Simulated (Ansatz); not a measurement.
## Au in Ansatz: the effect of functional

The system is Au.

```
Au
1.0
     0.00000    2.03500    2.03500
     2.03500    0.00000    2.03500
     2.03500    2.03500    0.00000
Au
1
Direct
  0.00000 0.00000 0.00000
```

Alike in all runs:

| Quantity | Value |
| --- | --- |
| Program | Ansatz 0.2.0 |
| Task | band structure |
| Potentials or basis | Ansatz PAW |
| k mesh | 6 × 6 × 6 |
| Occupations | fermi-dirac, width 0.05 eV |
| Spin | no spin polarisation |

| functional | cutoff | pressure (GPa) |
| --- | --- | --- |
| LDA | 420 eV (not typed: the program's choice for these potentials) | -1.7 |
| PBE | 420 eV (not typed: the program's choice for these potentials) | ? |
| PBEsol | 420 eV (not typed: the program's choice for these potentials) | 3.1 |
| RPBE | 420 eV (not typed: the program's choice for these potentials) | 16.3 |
| revPBE | 420 eV (not typed: the program's choice for these potentials) | 15.1 |
| BLYP | 420 eV (not typed: the program's choice for these potentials) | 23.8 |
| r2SCAN | 500 eV (not typed: the program's choice for these potentials) | 8.2 |

**Question.** What does the run with functional PBE give?

**Answer.** Pressure 12.2 GPa.

Caveats: all runs use coarse meshes; the PAW data sets come from PBE, with cores solved anew for the run's functional, which leaves a small shift of forces and pressure (some runs).
